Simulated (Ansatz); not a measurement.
ZnS, one structure, two calculations

Cell: a Materials Project structure (computed, not necessarily an observed phase), taken as it stands.

```yaml
crystal:
  lattice:
    - [3.80773, 0.00000, 0.00000]
    - [-1.90387, 3.29759, 0.00000]
    - [0.00000, 0.00000, 43.59854]
  atoms:
    - { symbol: Zn, position: [0.00000, 0.00000, 0.14306] }
    - { symbol: Zn, position: [0.33333, 0.66667, 0.64287] }
    - { symbol: Zn, position: [0.33333, 0.66667, 0.21433] }
    - { symbol: Zn, position: [0.66667, 0.33333, 0.07154] }
    - { symbol: Zn, position: [0.00000, 0.00000, 0.85710] }
    - { symbol: Zn, position: [0.00000, 0.00000, 0.57161] }
    - { symbol: Zn, position: [0.33333, 0.66667, 0.78575] }
    - { symbol: Zn, position: [0.33333, 0.66667, 0.35717] }
    - { symbol: Zn, position: [0.33333, 0.66667, 0.00002] }
    - { symbol: Zn, position: [0.00000, 0.00000, 0.42847] }
    - { symbol: Zn, position: [0.66667, 0.33333, 0.92850] }
    - { symbol: Zn, position: [0.66667, 0.33333, 0.28569] }
    - { symbol: Zn, position: [0.66667, 0.33333, 0.49993] }
    - { symbol: Zn, position: [0.66667, 0.33333, 0.71425] }
    - { symbol: S, position: [0.00000, 0.00000, 0.19654] }
    - { symbol: S, position: [0.66667, 0.33333, 0.33929] }
    - { symbol: S, position: [0.00000, 0.00000, 0.91062] }
    - { symbol: S, position: [0.33333, 0.66667, 0.83925] }
    - { symbol: S, position: [0.33333, 0.66667, 0.41064] }
    - { symbol: S, position: [0.66667, 0.33333, 0.55360] }
    - { symbol: S, position: [0.33333, 0.66667, 0.26779] }
    - { symbol: S, position: [0.66667, 0.33333, 0.76785] }
    - { symbol: S, position: [0.66667, 0.33333, 0.98202] }
    - { symbol: S, position: [0.33333, 0.66667, 0.69634] }
    - { symbol: S, position: [0.33333, 0.66667, 0.05364] }
    - { symbol: S, position: [0.00000, 0.00000, 0.48195] }
    - { symbol: S, position: [0.00000, 0.00000, 0.62508] }
    - { symbol: S, position: [0.66667, 0.33333, 0.12510] }
```

Atoms are numbered from 1 in the order listed; like atoms form one site, named after its first atom.

First run. Level of theory: DFT, PBE, plane waves and PAW, scalar-relativistic, 420 eV cutoff, Γ-centred 8×8×1 k-points, Fermi–Dirac smearing 0.02 eV (Ansatz 0.2.0).

| site | atom | V_zz (10²¹ V/m²) | η |
| --- | --- | --- | --- |
| Zn1 | 1 | -0.026 | 0.00 |
| Zn4 | 4 | 0.10 | 0.00 |
| Zn7 | 7 | 0.054 | 0.00 |
| Zn8 | 8 | 0.045 | 0.00 |
| Zn9 | 9 | -0.066 | 0.00 |
| Zn12 | 12 | -0.058 | 0.00 |
| S16 | 16 | 0.19 | 0.00 |
| S20 | 20 | 0.27 | 0.00 |
| S21 | 21 | 0.069 | 0.00 |
| S22 | 22 | 0.20 | 0.00 |
| S23 | 23 | 0.14 | 0.00 |
| S24 | 24 | 0.077 | 0.00 |
| S25 | 25 | 0.22 | 0.00 |
| S26 | 26 | 0.11 | 0.00 |

Second run. The same atoms and settings, except that the functional is r2SCAN and the cutoff is 500 eV.

(1) Given the first result, estimate the second.

Results:

(1) 

```
site  atom    V_zz     η  change of V_zz
 Zn1     1  -0.030  0.00            0.00
 Zn4     4   0.096  0.00           -0.01
 Zn7     7   0.047  0.00           -0.01
 Zn8     8   0.039  0.00           -0.01
 Zn9     9  -0.061  0.00           +0.01
Zn12    12  -0.052  0.00           +0.01
 S16    16    0.21  0.00           +0.02
 S20    20    0.29  0.00           +0.02
 S21    21   0.053  0.00           -0.02
 S22    22    0.22  0.00           +0.02
 S23    23    0.12  0.00           -0.02
 S24    24   0.061  0.00           -0.02
 S25    25    0.24  0.00           +0.02
 S26    26   0.098  0.00           -0.02
```

No V_zz moves by more than 0.02. The table leaves out 11 of the 25 sites, with |V_zz| up to 0.10; their tensors move by 0.01 at most along any direction. The statements above cover all sites.

For the second run: With these PAW files V_zz is typically within 2 to 3 % of all-electron values, but misses above 10 % occur on Zn.
